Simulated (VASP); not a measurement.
Here is a VASP 6.6.1 calculation.

The input POSCAR:

```
NiO
1.0
    0.0000000000      2.0859016414      2.0859016414
    2.0859016414      0.0000000000      2.0859016414
    2.0859016414      2.0859016414      0.0000000000
Ni O
1 1
Direct
    0.0000000000      0.0000000000      0.0000000000
    0.5000000000      0.5000000000      0.5000000000
```

Contents of INCAR.step1:

```
ALGO = Normal
BPARAM = 20.0
CPARAM = 0.0093
EDIFF = 1E-8
EDIFFG = -0.002
ENCUT = 600
GGA = PS
IBRION = 2
ISIF = 3
ISMEAR = -1
IVDW_NL = 2
LASPH = True
LCHARG = False
LREAL = False
LUSE_VDW = True
LWAVE = False
NELM = 150
NSW = 40
PREC = Accurate
SIGMA = 0.1
```

Contents of INCAR.step2:

```
ALGO = Normal
BPARAM = 20.0
CPARAM = 0.0093
EDIFF = 1E-8
ENCUT = 600
GGA = PS
IBRION = 6
ISIF = 3
ISMEAR = -1
IVDW_NL = 2
LASPH = True
LCHARG = False
LREAL = False
LUSE_VDW = True
LWAVE = False
NELM = 150
NFREE = 2
NSW = 1
POTIM = 0.015
PREC = Accurate
SIGMA = 0.1
```

The input KPOINTS:

```
k-points
0
Gamma
  8 8 8
```

Potentials or basis: VASP PAW PBE potentials, release 64 (Ni, O).

The run is started by

```bash
$ cat potpaw_PBE.64/Ni/POTCAR potpaw_PBE.64/O/POTCAR > POTCAR
$ cp INCAR.step1 INCAR
$ mpirun -np 1 vasp_std > vasp.out
$ cp CONTCAR POSCAR
$ cp INCAR.step2 INCAR
$ mpirun -np 1 vasp_std > vasp.out
```

Task: What does it give for the elastic constants C11, C12, C44?

Result: 341, 188, 35 GPa.

Task: What does it give for the Voigt bulk modulus?

Result: 239 GPa.

Task: Predict the highest phonon frequency at Γ, LO-TO splitting left out.

Result: 349 cm⁻¹.

Task: Predict the relaxed volume.

Result: 8.56 Å³/atom.

Task: Estimate the relaxed cell.

Result: a = 2.893 Å, b = 2.893 Å, c = 2.893 Å, α = 60.00°, β = 60.00°, γ = 60.00°.

Phonon frequencies in cm⁻¹ (negative: imaginary):
```
              q point        frequencies
(0.000, 0.000, 0.000)  0 0 0 349 349 349
```

Caveat: the PAW data sets were made with another functional, which shifts forces and pressure a little; the run has no spin polarisation, though such a crystal can be magnetic. Spin polarisation is off, so any magnetic state and its effect on volume and gap are missing.
